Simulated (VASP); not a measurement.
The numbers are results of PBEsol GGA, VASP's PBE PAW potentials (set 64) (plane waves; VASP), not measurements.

A VASP calculation is set up with these files.

KPOINTS:
```
Automatic mesh
0
Gamma
8 8 8
0 0 0
```

### INCAR
```
! general
SYSTEM  = LiI
PREC    = Accurate
ENCUT   = 600
LREAL   = F
LASPH   = T

! electronic loop
EDIFF   = 1E-7
NELM    = 100   ! most electronic steps
ALGO    = Normal   ! blocked Davidson
LMAXMIX = 4   ! l cut-off of mixed one-centre charges

! smearing
ISMEAR  = 0
SIGMA   = 0.05   ! width (eV)

! functional
GGA     = PS   ! PBEsol

! ions
IBRION  = 2   ! conjugate gradients
NSW     = 30   ! most ionic steps
ISIF    = 2   ! forces and stress, cell fixed
EDIFFG  = -0.01   ! ionic stop

! output
LWAVE   = F
LCHARG  = F
```

### POSCAR
```
LiI
1
    0.0000000000     2.9513818569     3.0694371312
    2.9513818569     0.0000000000     3.0694371312
    2.9513818569     2.9513818569     0.0000000000
Li I
1 1
Direct
  0.0000000000   0.0000000000   0.0000000000
  0.5000000000   0.5000000000   0.5000000000
```

POTCAR, in this order: Li_sv I (PBE.64 set). Program: vasp_std.

Output

**OUTCAR**
```
 ion  position               nearest neighbor table
   1  0.000  0.000  0.000-   2 2.95   2 2.95   2 2.95   2 2.95   2 3.07   2 3.07
   2  0.500  0.500  0.500-   1 2.95   1 2.95   1 2.95   1 2.95   1 3.07   1 3.07
  LATTYP: Found a body centered tetragonal cell.
 ALAT       =     4.1738842498
 C/A-ratio  =     1.4707821049
 Subroutine PRICEL returns:
 Original cell was already a primitive cell.
 Subroutine GETGRP returns: Found 16 space group operations
The static configuration has the point symmetry D_4h.
The dynamic configuration has the point symmetry D_4h.
 Subroutine INISYM returns: Found 16 space group operations
 Subroutine IBZKPT returns following result:
 Found     59 irreducible k-points:

 Following reciprocal coordinates:
            Coordinates               Weight
  0.000000  0.000000  0.000000      1.000000
  0.125000  0.000000  0.000000      8.000000
  0.250000  0.000000  0.000000      8.000000
  0.375000 -0.000000  0.000000      8.000000
  0.500000  0.000000  0.000000      4.000000
  0.125000  0.125000  0.000000      2.000000
  0.250000  0.125000  0.000000      8.000000
  0.375000  0.125000  0.000000      8.000000
...
```

### OSZICAR
```
       N       E                     dE             d eps       ncg     rms          rms(c)
DAV:   1     0.394824085270E+02    0.39482E+02   -0.39283E+03  1070   0.106E+03
DAV:   2    -0.422973889096E+01   -0.43712E+02   -0.42350E+02  1420   0.140E+02
DAV:   3    -0.610630912956E+01   -0.18766E+01   -0.18750E+01  1405   0.343E+01
DAV:   4    -0.616107213912E+01   -0.54763E-01   -0.54709E-01  1676   0.616E+00
DAV:   5    -0.616219295308E+01   -0.11208E-02   -0.11207E-02  1434   0.768E-01    0.210E+00
DAV:   6    -0.614888110500E+01    0.13312E-01   -0.21176E-02  1445   0.836E-01    0.133E+00
DAV:   7    -0.614779947696E+01    0.10816E-02   -0.24308E-02  1501   0.966E-01    0.286E-01
DAV:   8    -0.614810463774E+01   -0.30516E-03   -0.26528E-03  1212   0.389E-01    0.546E-02
DAV:   9    -0.614810695374E+01   -0.23160E-05   -0.68118E-05  1461   0.754E-02    0.291E-02
DAV:  10    -0.614810926005E+01   -0.23063E-05   -0.11458E-05  1234   0.253E-02    0.128E-02
DAV:  11    -0.614811190382E+01   -0.26438E-05   -0.33389E-06  1234   0.155E-02    0.287E-03
DAV:  12    -0.614811240074E+01   -0.49692E-06   -0.90526E-08  1318   0.265E-03    0.282E-03
DAV:  13    -0.614811209457E+01    0.30617E-06   -0.38610E-08   696   0.170E-03    0.224E-04
DAV:  14    -0.614811208294E+01    0.11631E-07   -0.34788E-09   613   0.602E-04
   1 F= -.61481121E+01 E0= -.61481121E+01  d E =-.614811E+01
```

File OUTCAR:
```
------------------------ aborting loop because EDIFF is reached ----------------------------------------
  FORCE on cell =-STRESS in cart. coord.  units (eV):
  Direction    XX          YY          ZZ          XY          YZ          ZX
  --------------------------------------------------------------------------------------
  Total       -0.1584914     -0.1584914     -0.4516583      0.0000000     -0.0000000     -0.0000000
  in kB       -4.7487230     -4.7487230    -13.5325937      0.0000000     -0.0000000     -0.0000000
  external PRESSURE =      -7.6766799 kB  Pullay stress =       0.0000000 kB
  volume of cell :       53.47
      direct lattice vectors                 reciprocal lattice vectors
     0.000000000  2.951381857  3.069437131    -0.169412168  0.169412168  0.162896316
     2.951381857  0.000000000  3.069437131     0.169412168 -0.169412168  0.162896316
     2.951381857  2.951381857  0.000000000     0.169412168  0.169412168 -0.162896316
 POSITION                                       TOTAL-FORCE (eV/Angst)
 -----------------------------------------------------------------------------------
      0.00000      0.00000      0.00000         0.000000     -0.000000      0.000000
      2.95138      2.95138      3.06944        -0.000000      0.000000      0.000000
 -----------------------------------------------------------------------------------
    total drift:                                0.000000      0.000000      0.000000
  FREE ENERGIE OF THE ION-ELECTRON SYSTEM (eV)
  ---------------------------------------------------
  free  energy   TOTEN  =        -6.1481120829 eV

  energy  without entropy=       -6.1481120829  energy(sigma->0) =       -6.14811208

 reached required accuracy - stopping structural energy minimisation
```
(Selected blocks of OUTCAR.)

The compound is LiI in the rock salt structure. This cell was strained or had an atom moved on purpose.
